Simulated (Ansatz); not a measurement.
# Si2Mo (P6_222) in Ansatz: notebook

The runs below take Si2Mo through relaxation of cell and atoms, with PBE, revPBE+D4, PBE+D3(BJ).

Everything below comes from runs of Ansatz 0.2.0. Logs are shortened: lines on timing, memory, paths and dates and some standing lists are left out, and cuts for length are marked.

### 1 Starting point

The structure is hexagonal, space group P6_222 (No. 180). The conventional cell has a = 4.585 Å, b = 4.585 Å, c = 6.580 Å, α = 90.00°, β = 90.00°, γ = 120.00°. Mo (site symmetry 222) is surrounded by 10 Si at 2.57 to 2.67 Å. Si (site symmetry 2) has 5 Si at 2.55 to 2.67 Å and 5 Mo at 2.57 to 2.67 Å as nearest neighbours.

Measurements of this composition are mostly on another form, of space group No. 139.

### 2 Relaxation of cell and atoms, PBE

input.yaml reads:

```yaml
crystal:
  lattice:
    - [4.5854715599, 0.0, 0.0]
    - [-2.29273578, 3.9711348592, 0.0]
    - [0.0, 0.0, 6.5797601]
  atoms:
    - { symbol: Mo, position: [0.5, 0.5, 0.8333333333] }
    - { symbol: Mo, position: [0.0, 0.5, 0.1666666667] }
    - { symbol: Mo, position: [0.5, 0.0, 0.5] }
    - { symbol: Si, position: [0.16387298, 0.32774596, 0.5] }
    - { symbol: Si, position: [0.67225404, 0.83612702, 0.1666666667] }
    - { symbol: Si, position: [0.83612702, 0.16387298, 0.8333333333] }
    - { symbol: Si, position: [0.83612702, 0.67225404, 0.5] }
    - { symbol: Si, position: [0.32774596, 0.16387298, 0.1666666667] }
    - { symbol: Si, position: [0.16387298, 0.83612702, 0.8333333333] }
hamiltonian:
  xc: pbe
  pseudopotentials: { kind: paw }
kpoints:
  mp_grid: { grid: [5, 5, 3] }
scf:
  occupations: { method: fermi_dirac, width: 0.05 }
output:
  forces: true
  stress: true
  eigenvalues: true
relax:
  f_tol: 0.01
  max_steps: 40
  cell: { stress_tol: 0.05 }
```

Potentials or basis: Ansatz PAW.

Launch:

```sh
$ ansatz run input.yaml --threads 4 --pin off --max-ram 11264MiB --backend cpu --events-out ev --progress --plain --runs-dir out
```

What it wrote:

```text
Warning: RAYON_NUM_THREADS=4 ignored (pool sized by the plan → 4); use --threads N
Engine: ansatz 0.2.0, aarch64-unknown-linux-gnu
Pseudopotentials: kind: paw
Pseudopotential: Mo, paw, valence charge 14, recommended cutoff 420 eV (normal), Mo.paw.azcp
Pseudopotential: Si, paw, valence charge 4, recommended cutoff 420 eV (normal), Si.paw.azcp
Functional definition: PBE
  parameter kappa = 0.804
  parameter beta = 0.06672455060314922
  exchange = pbe_x(kappa = kappa, mu = beta*pi^2/3)
  correlation = pbe_c(beta = beta)
Crystal: 9 atoms, lattice volume = 119.814 Å³
Basis set: ecut = 420 eV, 2331 PW (Γ), exchange–correlation on 64×64×90 points (8 copies of the dense FFT grid, shifted against one another)
Bands: 42, of which v1, the nominal top of the filled ones, is band 33 counted from 1 (32 counted from 0)
Symmetry: 12 space group operations
Space group: P6222 (ITA 180), of the structure as read, at distance tolerance 4.9e-5 Å
k-points: 10 of 75
Non-local potential: Mo, projectors of the file, l = 0: 3, l = 1: 2, l = 2: 2, l = 3: 1
Non-local potential: Si, projectors of the file, l = 0: 2, l = 1: 2, l = 2: 2
PAW form: soft (Blöchl's): semilocal exchange-correlation on the pseudo side does not see the compensation charge
PAW one-centre angular grid: Mo, 590 points (default); XC on 64 Gauss nodes
PAW one-centre angular grid: Si, 110 points (default); XC on 64 Gauss nodes
Initial density: superposition of atomic densities (neutral atoms: chi_scale 0, normalization atom), corrected by the library's trained network
Initial wavefunctions: pseudopotential atomic-orbital guess
Functional: x = pbe(κ = 0.804, μ = 0.2195149727645171), c = pbe(β = 0.06672455060314922)
SCF iter   1: F=—  HF=-18687.118473 eV  |F-HF|=—  |Δ(HF+E_count)|=         —  Δρ=6.61e-3  dr2=4.15e-2  ethr=1.77e-3  ⟨swp⟩=7.5  Hψ=1832  notcnv=0
preconditioner: auto → Resta (q_TF=auto, 2.470 Å⁻¹)  ε∞=10.3  [insulator: Δε(μ)=0.646 eV  Ē_g=7.211 eV  σ=0.050 eV  W_gap=1.00  n_scr=22 (ndim 8)  ℏωp=22.0 eV  f_vac=0.000  D(μ)=0.01/eV (n_scr^D=0)  ε∞_Penn≈10.3]
SCF iter   2: F=—  HF=-18687.117152 eV  |F-HF|=—  |Δ(HF+E_count)|=   1.32e-3  Δρ=3.30e-3  dr2=6.44e-3  ethr=6.29e-5  ⟨swp⟩=1.9  Hψ=544  notcnv=0
SCF iter   3: F=—  HF=-18687.117563 eV  |F-HF|=—  |Δ(HF+E_count)|=   4.12e-4  Δρ=7.06e-4  dr2=3.02e-4  ethr=9.75e-6  ⟨swp⟩=2.3  Hψ=512  notcnv=0
SCF iter   4: F=—  HF=-18687.117596 eV  |F-HF|=—  |Δ(HF+E_count)|=   3.23e-5  Δρ=6.93e-5  dr2=2.41e-6  ethr=4.57e-7  ⟨swp⟩=2.3  Hψ=577  notcnv=0
[... 69 lines left out ...]
--- Per-component energies (eV) ---
  E_band       = -145.857501
  E_kinetic    = 1592.544280
  E_local      = -3459.098375  (includes V_loc(G=0)·N_el)
  E_nonlocal   = 578.294498
  E_hartree    = 1287.357302
  E_xc         = -894.535076
  E_vxc        = -985.293072  (∫ρ·V_xc dr)
  E_paw        = -12680.451559  (= ΣΔE_a)
  E_vpaw       = -447.019641  (= ΣTr[D̂ρ^β])
  E_aug_tail   = 0.000176  (compensation charges beyond the density's cutoff)
  E_ewald      = -5111.250090
  E_smearing   = -0.000278  (= −TS)
  E_closure    = 0.000000  (closes the sum)
  Σ components = -18687.139123   (vs F -18687.139123, Δ=0.00e0)
--- Forces (eV/Å), atoms counted from 1 ---
  atom   1  Mo     0.00000000     0.00000000     0.00000000
  atom   2  Mo     0.00000000    -0.00000000    -0.00000000
  atom   3  Mo     0.00000000     0.00000000     0.00000000
  atom   4  Si    -0.00000000     0.00113783     0.00000000
  atom   5  Si    -0.00098539    -0.00056892    -0.00000000
  atom   6  Si    -0.00098539     0.00056892     0.00000000
  atom   7  Si     0.00000000    -0.00113783     0.00000000
  atom   8  Si     0.00098539     0.00056892    -0.00000000
  atom   9  Si     0.00098539    -0.00056892    -0.00000000
  max |Σ_I F_I| component: 9.30e-17 eV/Å
--- Stress (GPa, compression-positive) ---
        0.013592       0.000000       0.000000
        0.000000       0.013592      -0.000000
       -0.000000      -0.000000      -0.004564
  P = ⅓ Tr σ = 0.0075 GPa (0.075 kbar)
--- Band table (eV; the first three rows and the last of 10) ---
  k-point 0: bands = ["-44.8115", "-44.7834", "-44.7834", "-19.0391", "-19.0364", "-19.0364", "-19.0294", "-19.0294", "-18.9475", "-18.8902", "-18.8902", "-18.8745", "2.4147", "5.4721", "5.4721", "9.1521", "9.8511", "9.8511", "10.2542", "10.2542", "11.1282", "11.4884", "11.4884", "11.8043", "12.7340", "12.7340", "13.1575", "13.1575", "13.3508", "13.3508", "13.6136", "14.2476", "15.5506", "18.2847", "18.6340", "18.6340", "18.7032", "18.8068", "19.0983", "19.0983", "19.2461", "19.2461"]
  k-point 1: bands = ["-44.8071", "-44.7959", "-44.7752", "-19.0793", "-19.0417", "-19.0267", "-19.0161", "-18.9668", "-18.9498", "-18.9342", "-18.9015", "-18.8573", "2.8144", "3.9257", "6.9941", "9.4624", "9.5623", "9.7844", "9.8110", "10.8514", "10.8862", "10.9567", "11.0766", "11.1414", "12.7931", "12.9182", "13.0013", "13.0960", "13.7219", "14.1012", "14.2499", "14.6167", "16.0070", "18.3191", "18.3647", "18.3926", "18.7754", "18.8561", "18.9065", "18.9110", "18.9727", "19.0863"]
  k-point 2: bands = ["-44.8091", "-44.7856", "-44.7833", "-19.0698", "-19.0516", "-19.0330", "-19.0238", "-19.0065", "-18.9444", "-18.8992", "-18.8942", "-18.8611", "2.8068", "5.7052", "5.7821", "7.7000", "8.6672", "9.5719", "9.9655", "11.0061", "11.6140", "11.6510", "12.0599", "12.3017", "12.6141", "13.0203", "13.2119", "13.3347", "13.3784", "13.4750", "13.7750", "13.8882", "15.3366", "17.3184", "17.6138", "17.8249", "17.9454", "18.1551", "18.6341", "18.9179", "19.2104", "19.4772"]
  k-point 9: bands = ["-44.8013", "-44.7917", "-44.7845", "-19.0838", "-19.0757", "-19.0540", "-19.0161", "-18.9768", "-18.9607", "-18.9156", "-18.8653", "-18.8581", "4.8426", "5.4560", "5.7374", "6.4912", "7.5726", "8.5591", "9.6390", "10.1888", "11.1274", "11.9625", "12.3392", "12.5297", "12.8328", "13.1100", "13.1501", "13.2620", "13.8506", "14.4015", "14.8203", "15.1212", "15.8505", "16.8615", "17.1411", "17.8606", "17.9559", "18.0406", "18.4986", "18.8098", "18.8927", "19.2039"]
--- Relaxed structure (4 steps of the walk, 4 accepted, 1 SCFs on fresh bases) ---
  F+E_penalty+E_count = -18687.13912290 eV   max|allowed force component| = 1.138e-3 eV/Å   (the final SCF, on the basis selected at the relaxed cell)
  cell:  # Å, volume = 121.7926 Å³
    - [4.613869035062647, 2.90463903666697e-11, -2.9856370146231464e-35]
    - [-2.3069345175564786, 3.995727794084125, -4.971275245427355e-35]
    - [-1.263819574120109e-33, -1.6065503060848845e-34, 6.6063210998581265]
  atoms:
    - { symbol: Mo, position: [0.49999999999999994, 0.4999999999999999, 0.8333333333333334] }
    - { symbol: Mo, position: [4.900347874982489e-35, 0.49999999999999994, 0.16666666666666666] }
    - { symbol: Mo, position: [0.5, -6.825518790778935e-21, 0.49999999999999994] }
    - { symbol: Si, position: [0.1640202604799938, 0.3280405209599876, 0.49999999999999994] }
    - { symbol: Si, position: [0.6719594790400123, 0.8359797395200063, 0.16666666666666666] }
    - { symbol: Si, position: [0.8359797395200061, 0.16402026047999382, 0.8333333333333334] }
    - { symbol: Si, position: [0.8359797395200061, 0.6719594790400123, 0.49999999999999994] }
    - { symbol: Si, position: [0.32804052095998765, 0.16402026047999377, 0.16666666666666666] }
    - { symbol: Si, position: [0.1640202604799938, 0.835979739520006, 0.8333333333333334] }
```

Run time: 7.1 s. Hardware: 4 threads of Arm Neoverse V2, shared host; peak memory 0.43 GiB.

Results:

- Free energy: -18687.1391 eV
- Relaxed volume: 13.53 Å³/atom
- Relaxed cell: a = 4.614 Å, b = 4.614 Å, c = 6.606 Å, α = 90.00°, β = 90.00°, γ = 120.00°
- Space group after relaxing (to 0.05 Å): P6_222 (No. 180)
- Energy gained by relaxing: 2.4 meV/atom
- Ionic steps: 5
- Pressure after relaxing: 0.0 GPa
- Band gap on the k mesh: 0.60 eV, indirect (least direct gap 0.88 eV)

Step by step:
| step | energy change (eV) | largest force (eV/Å) | volume (Å³) |
| --- | --- | --- | --- |
| 1 | 0.0000 | 0.0165 | 119.81 |
| 2 | -0.0195 | 0.0308 | 122.28 |
| 3 | -0.0210 | 0.0066 | 121.81 |
| 4 | -0.0210 | 0.0011 | 121.79 |
| 5 | -0.0215 | 0.0011 | 121.79 |

Final structure:
```yaml
crystal:
  lattice:
    - [4.61387, 0.00000, 0.00000]
    - [-2.30693, 3.99573, 0.00000]
    - [0.00000, 0.00000, 6.60632]
  atoms:
    - { symbol: Mo, position: [0.50000, 0.50000, 0.83333] }
    - { symbol: Mo, position: [0.00000, 0.50000, 0.16667] }
    - { symbol: Mo, position: [0.50000, 0.00000, 0.50000] }
    - { symbol: Si, position: [0.16402, 0.32804, 0.50000] }
    - { symbol: Si, position: [0.67196, 0.83598, 0.16667] }
    - { symbol: Si, position: [0.83598, 0.16402, 0.83333] }
    - { symbol: Si, position: [0.83598, 0.67196, 0.50000] }
    - { symbol: Si, position: [0.32804, 0.16402, 0.16667] }
    - { symbol: Si, position: [0.16402, 0.83598, 0.83333] }
```

Caveat: odd divisions of the mesh miss points on the zone boundary, where band edges often lie, so the gap on the mesh can be too wide; the plane-wave basis is chosen anew once the cell has moved, so the energies of steps on either side of that aren't comparable.

### 3 Relaxation of cell and atoms, revPBE+D4

input.yaml: that of step 2 with these lines changed.

```diff
@@ -16,6 +16,7 @@
 hamiltonian:
-  xc: pbe
+  xc: revpbe
   pseudopotentials: { kind: paw }
+  dispersion: d4
 kpoints:
-  mp_grid: { grid: [5, 5, 3] }
+  mp_grid: { grid: [7, 7, 4] }
 scf:
```

Potentials or basis: Ansatz PAW.

Launch:

```sh
$ ansatz run input.yaml --threads 4 --pin off --max-ram 11264MiB --backend cpu --events-out ev --progress --plain --runs-dir out
```

Run time: 30 s. Hardware: 4 threads of Arm Neoverse N1, shared host; peak memory 0.47 GiB.

Results (log left out):

| Property | Result |
| --- | --- |
| Free energy | -18723.8733 eV |
| Relaxed volume | 12.97 Å³/atom |
| Relaxed cell | a = 4.543 Å, b = 4.543 Å, c = 6.529 Å, α = 90.00°, β = 90.00°, γ = 120.00° |
| Space group after relaxing (to 0.05 Å) | P6_222 (No. 180) |
| Energy gained by relaxing | 6.3 meV/atom |
| Ionic steps | 5 |
| Pressure after relaxing | 0.0 GPa |
| Band gap on the k mesh | 0.27 eV, indirect (least direct gap 0.68 eV) |

The path:
| step | energy change (eV) | largest force (eV/Å) | volume (Å³) |
| --- | --- | --- | --- |
| 1 | 0.0000 | 0.0182 | 119.81 |
| 2 | -0.0526 | 0.0501 | 115.87 |
| 3 | -0.0571 | 0.0064 | 116.75 |
| 4 | -0.0572 | 0.0016 | 116.71 |
| 5 | -0.0564 | 0.0016 | 116.71 |

Final structure:
```yaml
crystal:
  lattice:
    - [4.54323, 0.00000, 0.00000]
    - [-2.27162, 3.93456, 0.00000]
    - [0.00000, 0.00000, 6.52925]
  atoms:
    - { symbol: Mo, position: [0.50000, 0.50000, 0.83333] }
    - { symbol: Mo, position: [0.00000, 0.50000, 0.16667] }
    - { symbol: Mo, position: [0.50000, 0.00000, 0.50000] }
    - { symbol: Si, position: [0.16397, 0.32795, 0.50000] }
    - { symbol: Si, position: [0.67205, 0.83603, 0.16667] }
    - { symbol: Si, position: [0.83603, 0.16397, 0.83333] }
    - { symbol: Si, position: [0.83603, 0.67205, 0.50000] }
    - { symbol: Si, position: [0.32795, 0.16397, 0.16667] }
    - { symbol: Si, position: [0.16397, 0.83603, 0.83333] }
```

Levels at points of the mesh, in eV from the valence-band top:
| k point | band 30 | band 31 | band 32 | band 33 | band 34 | band 35 | band 36 | band 37 |
| --- | --- | --- | --- | --- | --- | --- | --- | --- |
| (0.00, 0.00, 0.00) | -2.98 | -2.68 | -2.02 | -0.77 | 2.19 | 2.55 | 2.55 | 2.67 |
| (0.00, 0.00, -0.50) | -2.24 | -2.00 | -0.67 | -0.67 | 2.07 | 2.50 | 2.55 | 2.55 |

Caveat: odd divisions of the mesh miss points on the zone boundary, where band edges often lie, so the gap on the mesh can be too wide; the plane-wave basis is chosen anew once the cell has moved, so the energies of steps on either side of that aren't comparable; the PAW data sets come from PBE, with cores solved anew for the run's functional, which leaves a small shift of forces and pressure.

### 4 Relaxation of cell and atoms, PBE+D3(BJ)

input.yaml: that of step 3 with these lines changed.

```diff
@@ -16,5 +16,5 @@
 hamiltonian:
-  xc: revpbe
+  xc: pbe
   pseudopotentials: { kind: paw }
-  dispersion: d4
+  dispersion: d3bj
 kpoints:
```

Launch:

```sh
$ ansatz run input.yaml --threads 4 --pin off --max-ram 11264MiB --backend cpu --events-out ev --progress --plain --runs-dir out
```

Wall time 13 s (4 threads of Arm Neoverse V2, shared host); peak memory 0.47 GiB.

It converged, with:

| Item | Value |
| --- | --- |
| Free energy | -18692.3626 eV |
| Relaxed volume | 13.09 Å³/atom |
| Relaxed cell | a = 4.559 Å, b = 4.559 Å, c = 6.545 Å, α = 90.00°, β = 90.00°, γ = 120.00° |
| Space group after relaxing (to 0.05 Å) | P6_222 (No. 180) |
| Energy gained by relaxing | 2.7 meV/atom |
| Ionic steps | 4 |
| Pressure after relaxing | 0.0 GPa |
| Largest force after relaxing | 0.005 eV/Å |
| Band gap on the k mesh | 0.27 eV, indirect (least direct gap 0.65 eV) |

Forces in eV/Å, atoms in the order of the input:
```
Mo   0.000  0.000  0.000
Mo   0.000  0.000  0.000
Mo   0.000  0.000  0.000
Si   0.000 -0.005  0.000
Si   0.004  0.002  0.000
Si   0.004 -0.002  0.000
Si   0.000  0.005  0.000
Si  -0.004 -0.002  0.000
Si  -0.004  0.002  0.000
```

Step by step:
```csv
step,energy change (eV),largest force (eV/Å),volume (Å³)
1,0.0000,0.0114,119.81
2,-0.0227,0.0324,117.24
3,-0.0244,0.0048,117.80
4,-0.0240,0.0048,117.80
```

Final structure:
```
Mo Si
1.0
     4.55881    0.00000    0.00000
    -2.27941    3.94805    0.00000
     0.00000    0.00000    6.54476
Mo Si
3 6
Direct
  0.50000 0.50000 0.83333
  0.00000 0.50000 0.16667
  0.50000 0.00000 0.50000
  0.16395 0.32791 0.50000
  0.67209 0.83605 0.16667
  0.83605 0.16395 0.83333
  0.83605 0.67209 0.50000
  0.32791 0.16395 0.16667
  0.16395 0.83605 0.83333
```

Levels at points of the mesh, in eV from the valence-band top:
| k point | band 31 | band 32 | band 33 | band 34 | band 35 | band 36 |
| --- | --- | --- | --- | --- | --- | --- |
| (0.00, 0.00, 0.00) | -2.67 | -2.02 | -0.75 | 2.15 | 2.51 | 2.51 |
| (0.00, 0.00, -0.50) | -2.00 | -0.65 | -0.65 | 2.01 | 2.45 | 2.47 |

Caveat: odd divisions of the mesh miss points on the zone boundary, where band edges often lie, so the gap on the mesh can be too wide; the plane-wave basis is chosen anew once the cell has moved, so the energies of steps on either side of that aren't comparable.

### 5 Summary

```tsv
level	k mesh	gap on the mesh (eV)	pressure (GPa)	relaxed volume (Å³/atom)
PBE	5 × 5 × 3	0.60	0.0	13.53
revPBE+D4	7 × 7 × 4	0.27	0.0	12.97
PBE+D3(BJ)	7 × 7 × 4	0.27	0.0	13.09
```

Alike in all rows: task relaxation of cell and atoms; potentials or basis Ansatz PAW; no spin polarisation; cell relaxed; cutoff (eV) 420; smearing fermi-dirac 0.05 eV.

Caveats: odd divisions of the mesh miss points on the zone boundary, where band edges often lie, so the gap on the mesh can be too wide; the plane-wave basis is chosen anew once the cell has moved, so the energies of steps on either side of that aren't comparable; the PAW data sets come from PBE, with cores solved anew for the run's functional, which leaves a small shift of forces and pressure (some runs).

Total energies depend on the potentials used, so only differences within one code and one set of settings carry meaning.
